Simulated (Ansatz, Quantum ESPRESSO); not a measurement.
**NaH (Fm-3m): third-order response**

Wanted: vibrational spectra of NaH (Fm-3m) from linear and non-linear response.

Calculated with Quantum ESPRESSO 8.0 development, patched; DFT LDA, scalar-relativistic, plane waves, PseudoDojo norm-conserving pseudopotentials.

This is a report of a sequence of runs, with most program output left out.

**1. Set-up**

The structure is cubic, space group Fm-3m (No. 225). The conventional cell has a = 4.880 Å, b = 4.880 Å, c = 4.880 Å, α = 90.00°, β = 90.00°, γ = 90.00°. Nearest to Na lie 6 H at 2.44 Å. H has 6 Na at 2.44 Å nearest. Farther neighbours are not listed.

Coordinates:

```cif
data_structure
_symmetry_space_group_name_H-M 'P 1'
_symmetry_Int_Tables_number 1
_cell_length_a 3.4507
_cell_length_b 3.4507
_cell_length_c 3.4507
_cell_angle_alpha 60.000
_cell_angle_beta 60.000
_cell_angle_gamma 60.000
_cell_volume 29.05
loop_
_atom_site_label
_atom_site_type_symbol
_atom_site_fract_x
_atom_site_fract_y
_atom_site_fract_z
_atom_site_occupancy
Na1 Na 0.00000 0.00000 0.00000 1
H2 H 0.50000 0.50000 0.50000 1
```

**2. A probe with smearing**

A cheap run with smearing and empty bands tells whether the crystal has a gap, which decides between fixed occupations and smearing later on.

Input file probe.in:

```
 &control
    calculation='scf',
    prefix='x',
    outdir='./tmp',
    pseudo_dir='./pseudo',
    tprnfor=.true.,
    tstress=.true.,
    verbosity='high',
 /
 &system
    ibrav=2,
    celldm(1)=9.22186349,
    nat=2,
    ntyp=2,
    ecutwfc=88.0,
    occupations='smearing',
    smearing='gaussian',
    degauss=0.01,
 /
 &electrons
    conv_thr=1.0d-07,
    mixing_beta=0.7,
    electron_maxstep=100,
 /
ATOMIC_SPECIES
 Na     22.9898  Na.upf
 H       1.0080  H.upf
ATOMIC_POSITIONS crystal
 Na     0.000000000   0.000000000   0.000000000
 H      0.500000000   0.500000000   0.500000000
K_POINTS automatic
 6 6 6 0 0 0
```

On the command line:

```
> OMP_NUM_THREADS=1 mpirun -n 2 pw.x -nk 2 -in probe.in > probe.out
```

Wall time 2.7 s (2 MPI ranks of Intel Xeon Platinum 8488C (Sapphire Rapids), shared host).

This step gave:

| Property | Result |
| --- | --- |
| volume per atom | 14.53 Å³ |
| pressure | -2.622 GPa |
| gap on the k-mesh | 3.415 eV |

A gap of 3.4 eV opens on this mesh, so the crystal is taken as an insulator; the start stands at -2.6 GPa.

**3. Relaxing the cell and atoms**

The relaxation runs at a cutoff a fifth above that of the response, since stress converges more slowly with the basis than frequencies do. Forces and stress are brought to rest with tight thresholds.

Input file relax.in:

```
 &control
    calculation='vc-relax',
    prefix='x',
    outdir='./tmp',
    pseudo_dir='./pseudo',
    tprnfor=.true.,
    tstress=.true.,
    forc_conv_thr=2.0d-05,
    etot_conv_thr=1.0d-07,
    nstep=40,
 /
 &system
    ibrav=2,
    celldm(1)=9.22186349,
    nat=2,
    ntyp=2,
    ecutwfc=106,
    occupations='fixed',
    nbnd=7,
 /
 &electrons
    conv_thr=1.0d-11,
    mixing_beta=0.7,
    electron_maxstep=100,
 /
 &ions
 /
 &cell
    press_conv_thr=0.2,
 /
ATOMIC_SPECIES
 Na     22.9898  Na.upf
 H       1.0080  H.upf
ATOMIC_POSITIONS crystal
 Na     0.000000000   0.000000000   0.000000000
 H      0.500000000   0.500000000   0.500000000
K_POINTS automatic
 8 8 8 0 0 0
```

On the command line:

```
> OMP_NUM_THREADS=1 mpirun -n 2 pw.x -nk 2 -in relax.in > relax.out
```

Run time: 25 s. Hardware: 2 MPI ranks.

Relaxation path:

```tsv
step	energy less that of the first step (eV)	largest force (eV/Å)	pressure (GPa)	volume (Å³)
1	0.0000	0.0000	-2.60	29.05
2	-0.0060	0.0000	-2.37	28.67
3	-0.0137	0.0000	-1.99	28.10
4	-0.0225	0.0000	-1.36	27.26
5	-0.0288	0.0000	-0.24	26.03
6	-0.0290	0.0000	0.02	25.78
7	-0.0290	0.0000	0.00	25.80
8	-0.0289	0.0000	0.00	25.80
```

```tsv
conventional cell, symmetrised	before	after	change
a (Å)	4.880	4.691	-3.9 %
b (Å)	4.880	4.691	-3.9 %
c (Å)	4.880	4.691	-3.9 %
volume (Å³/atom)	14.53	12.90	-11.2 %
```

The relaxed structure:

```xyz
2
Lattice="-2.3454 0.0000 2.3454 0.0000 2.3454 2.3454 -2.3454 2.3454 0.0000" Properties=species:S:1:pos:R:3 pbc="T T T"
Na    0.0000    0.0000    0.0000
H    -2.3454    2.3454    2.3454
```

The last row of the table of steps is pw.x's closing run on a basis chosen anew for the final cell, so its energy can jump.

This step gave:

```
volume per atom   : 12.90 Å³
pressure          : 0.002 GPa
gap on the k-mesh : 3.551 eV
```

The volume changes by -11.2 % from the cell with which this run began.

**4. Self-consistent run for the response**

The response is built on this ground state, so it is converged far tighter than an energy would need. With a gap, occupations are fixed, which also allows the response to an electric field.

Input file scf.in:

```
 &control
    calculation='scf',
    prefix='x',
    outdir='./tmp',
    pseudo_dir='./pseudo',
    tprnfor=.true.,
    tstress=.true.,
 /
 &system
    ibrav=2,
    celldm(1)=8.86419958,
    nat=2,
    ntyp=2,
    ecutwfc=88.0,
    occupations='fixed',
    nbnd=7,
 /
 &electrons
    conv_thr=1.0d-12,
    mixing_beta=0.7,
    electron_maxstep=100,
 /
ATOMIC_SPECIES
 Na     22.9898  Na.upf
 H       1.0080  H.upf
ATOMIC_POSITIONS crystal
 Na     0.000000000   0.000000000   0.000000000
 H      0.500000000   0.500000000   0.500000000
K_POINTS automatic
 8 8 8 0 0 0
```

On the command line:

```
> OMP_NUM_THREADS=1 mpirun -n 2 pw.x -nk 2 -in scf.in > scf.out
```

The job ended after 4.3 s (2 MPI ranks; 8.2 s of CPU time).

Read from the output:

| Quantity | Value |
| --- | --- |
| pressure | 0.003000 GPa |

The cell stands at 0.0030 GPa, close enough for phonons.

**5. Zone-centre response**

At q = 0 one unit cell holds all displacements; symmetry groups them into irreducible representations that are solved one by one. The response to a field gives ε∞ and the Born charges, which polar modes need. Third-order response adds the Raman tensors.

Input file ph.in:

```
phonons
 &inputph
    prefix='x',
    outdir='./tmp',
    fildyn='g.dyn',
    tr2_ph=1.0d-18,
    epsil=.true.,
    lraman=.true.,
    elop=.true.,
 /
0.000000000000 0.000000000000 0.000000000000
```

On the command line:

```
> OMP_NUM_THREADS=1 mpirun -n 2 ph.x -nk 2 -in ph.in > ph.out
```

It took 2.5 min on 2 MPI ranks.

Numbers from this step:

- miss of the charge sum rule: 7.00e-5 e
- largest acoustic frequency at the zone centre before the sum rule: 5.65 cm⁻¹
- highest optical zone-centre mode (no LO-TO term): 560.8 cm⁻¹
- lowest optical zone-centre mode: 560.8 cm⁻¹
- mean high-frequency dielectric constant: 3.357
- largest Born charge in size (third of the trace): 0.9474 e

Born charge (rows field, columns displacement), before the sum rule (e), principal values of the symmetric part by kind of site:

```tsv
atom	atoms with these values	low	middle	high	mean
Na1	1	0.9474	0.9474	0.9474	0.9474
H2	1	-0.9474	-0.9474	-0.9474	-0.9474
```

In full for Na1:

```
0.9474 0.0000 0.0000
0.0000 0.9474 0.0000
0.0000 0.0000 0.9474
```

High-frequency dielectric tensor:

```
3.36 0.00 0.00
0.00 3.36 0.00
0.00 0.00 3.36
```

The acoustic modes at Γ come out as far as 5.7 cm⁻¹ from zero, where they should vanish, a small numerical error; the Born charges miss their sum rule by 7.0e-5 e, which is good.

**6. Modes with the sum rule**

A rigid shift of the crystal must cost nothing, but grids and finite bases break this; the acoustic sum rule is imposed before the matrix is diagonalised again. With Born charges the intensities follow, and the static dielectric tensor.

Input file dynmat.in:

```
 &input
    fildyn='g.dyn',
    asr='simple',
    fileig='dynmat.eig',
    lperm=.true.,
 /
```

On the command line:

```
> dynmat.x -in dynmat.in > dynmat.out
```

Run time: 0.61 s. Hardware: 1 thread.

Read from the output:

```yaml
mean_static_dielectric_constant: 8.994
```

Unit eigenvectors of the mass-weighted matrix after the sum rule; no LO-TO term. Modes at Γ, with each element's share of the kinetic energy:

```tsv
mode	frequency (cm⁻¹)	symmetry	Na %	H %
1	0.0	acoustic	96	4
2	0.0	acoustic	96	4
3	0.0	acoustic	96	4
4	560.8	T1u	4	96
5	560.8	T1u	4	96
6	560.8	T1u	4	96
```

Displacements in mode 5 (560.8 cm⁻¹), the largest set to 1:
```
Na1  0.00  0.00 -0.04
H2   0.00  0.00  1.00
```

Degenerate modes summed, no LO-TO term. Infrared lines, with heights relative to the strongest:

```tsv
position (cm⁻¹)	lines merged	label	IR intensity, relative
561	3	T1u	100
```

Static dielectric tensor (ions relaxed, fixed cell):

```
8.99 0.00 0.00
0.00 8.99 0.00
0.00 0.00 8.99
```

The rule moves no optical mode by more than 0.1 cm⁻¹.

**7. Sum rules set otherwise: a sum rule for molecules or wires on a crystal**

This rule also removes rotations, which suits wires and not a crystal; it is tried to see the harm.

Input file dynmat.in:

```
 &input
    fildyn='g.dyn',
    asr='one-dim',
    fileig='dynmat.eig',
    lperm=.true.,
 /
```

On the command line:

```
> dynmat.x -in dynmat.in > dynmat.out
```

Wall time 0.59 s (1 thread).

The run ended normally, but on settings that are not sound.

The fault: a sum rule for molecules or wires on a crystal; here no optical mode moves by more than 0.2 cm⁻¹.

Zone-centre frequencies as printed; negative means imaginary. Modes:

```tsv
mode	frequency (cm⁻¹)
1	0
2	0
3	0
4	561
5	561
6	561
```

**8. Sum rules set otherwise (asr no)**

Without the rule the raw error of the acoustic modes shows.

Input file dynmat.in:

```
 &input
    fildyn='g.dyn',
    asr='no',
    fileig='dynmat.eig',
    lperm=.true.,
 /
```

On the command line:

```
> dynmat.x -in dynmat.in > dynmat.out
```

Wall time 0.58 s (1 thread).

Zone-centre frequencies as printed; negative means imaginary. Modes:

```tsv
mode	frequency (cm⁻¹)
1	5.65
2	5.65
3	5.65
4	560.8
5	560.8
6	560.8
```

Against the first rule no mode moves by more than 5.7 cm⁻¹.

**9. Modes along a direction of q (1 0 0)**

A longitudinal polar mode sets up a macroscopic field that stiffens it; the term hangs on the direction from which q goes to zero.

Input file dynmat.in:

```
 &input
    fildyn='g.dyn',
    asr='simple',
    fileig='dynmat.eig',
    q(1)=1.0,
    q(2)=0.0,
    q(3)=0.0,
 /
```

On the command line:

```
> dynmat.x -in dynmat.in > dynmat.out
```

Elapsed: 0.58 s, on 1 thread.

This step gave:

- highest mode moved by the LO-TO term: 917.9 cm⁻¹

Zone-centre frequencies as printed; negative means imaginary. Modes:

```tsv
mode	frequency (cm⁻¹)
1	0
2	0
3	0
4	560.8
5	560.8
6	917.9
```

The field moves one mode, from 561 to 918 cm⁻¹; the others stay.

**10. Cross-check with Ansatz**

A second program on the same cell, potentials, cutoff and meshes tests the implementation of the phonon response, not its convergence. Its field response is summed in its own way. Its k mesh is centred on Γ.

This step: DFT LDA, scalar-relativistic, plane waves, PseudoDojo norm-conserving pseudopotentials (Ansatz 0.2.0).

Input file input.yaml:

```yaml
crystal:
  lattice:
    - [-2.345366206, 0.0, 2.345366206]
    - [0.0, 2.345366206, 2.345366206]
    - [-2.345366206, 2.345366206, 0.0]
  atoms:
    - { symbol: Na, position: [0.0, 0.0, 0.0] }
    - { symbol: H, position: [0.5, 0.5, 0.5] }
kpoints:
  mp_grid: { grid: [8, 8, 8] }
hamiltonian:
  xc: lda
  pseudopotentials: { kind: nc, accuracy: standard }
scf:
  occupations: { method: fixed }
output:
  eigenvalues: true
basis:
  ecutwfc: 1197.301
phonons:
  method: dfpt
  dielectric: true
  rigid_motions: translations
  raman: true
```

On the command line:

```
> ansatz run input.yaml --threads 2 --pin off --max-ram 4096MiB --backend cpu --events-out ev --progress --plain --runs-dir out
```

Wall time 74 s (2 threads); peak memory 0.82 GiB.

Numbers from this step:

```
sum-rule residual before enforcement     : 4.97e-4 eV/Å²
miss of the charge sum rule              : 5.01e-5 e
estimated error of the dielectric tensor : 0.007192
estimated error of the Born charges      : 0.009476 e
mean static dielectric constant          : 8.993
```

Transverse modes. Infrared lines, with heights relative to the strongest:

```tsv
position (cm⁻¹)	label	IR intensity ((D/Å)²/amu), degenerate modes summed, relative
561	T1u	100
```

**11. The two compared: QE PseudoDojo and Ansatz, PseudoDojo**

Numbers from this step:

```yaml
root_mean_square_difference: 0 cm⁻¹
largest_difference: 0 cm⁻¹
```

Frequencies side by side, by row:

```tsv
q (reciprocal lattice)	mode	QE PseudoDojo (cm⁻¹)	Ansatz, PseudoDojo (cm⁻¹)
0 0 0	1	0	0
0 0 0	2	0	0
0 0 0	3	0	0
0 0 0	4	560.8	560.8
0 0 0	5	560.8	560.8
0 0 0	6	560.8	560.8
```

The two runs side by side. Further quantities:

```tsv
quantity	QE PseudoDojo	Ansatz, PseudoDojo
mean ε∞	3.357	3.357
largest Born charge in size (e; the first before, the second after the charge sum rule)	0.947	0.947
summed IR intensity ((D/Å)²/amu)	64.33	64.33
```

At the zone centre the largest difference (acoustic modes at Γ apart) is 0.002 % of the highest mode.

**12. Summary of results**

```json
{
 "space group after relaxation": "Fm-3m",
 "volume per atom": "12.9 Å³",
 "gap on the k-mesh": "3.55 eV",
 "highest optical zone-centre mode (no LO-TO term)": "560.8 cm⁻¹",
 "highest mode moved by the LO-TO term": "917.9 cm⁻¹",
 "mean high-frequency dielectric constant": "3.36",
 "largest Born charge in size (third of the trace)": "0.947 e",
 "mean static dielectric constant": "8.99",
 "imaginary optical modes at the zone centre (no q mesh in this session)": "none",
 "largest difference from Ansatz, PseudoDojo": "0 cm⁻¹"
}
```

What this shows: No mode is Raman active in this structure; the strongest infrared line lies at 561 cm⁻¹. At the LDA level the optical modes of NaH (Fm-3m) at the zone centre (no LO-TO term) lie at 561 cm⁻¹. Along the directions run, the highest mode that the macroscopic field moves lies at 918 cm⁻¹. Lattice motion raises the mean dielectric constant from 3.357 to 8.994. The Lyddane-Sachs-Teller relation holds: (ωLO/ωTO)² is 2.68 and ε₀/ε∞ is 2.68. QE PseudoDojo and Ansatz, PseudoDojo agree to 0.01 cm⁻¹ (0.002 % of the highest mode compared) on all solved modes but the acoustic ones at Γ, without the LO-TO term. These are harmonic frequencies at zero temperature: anharmonic shifts and linewidths and thermal expansion are left out. The build is a development version in which the Raman tensors of release 7.5 are mended; dynmat.x leaves out the electro-optic term of LO lines.

[Host names and launcher messages were left out of these logs when they were recorded.]

[Logs are printed without paths, hosts, clocks, repeated set-up lines and the standing remarks that a program may print on its own settings, such as how far it seeks lower states.]

[Hosts, paths, dates, database ids (printed as entryN), source tags and the programs' standing remarks are cut or masked in the printed files.]
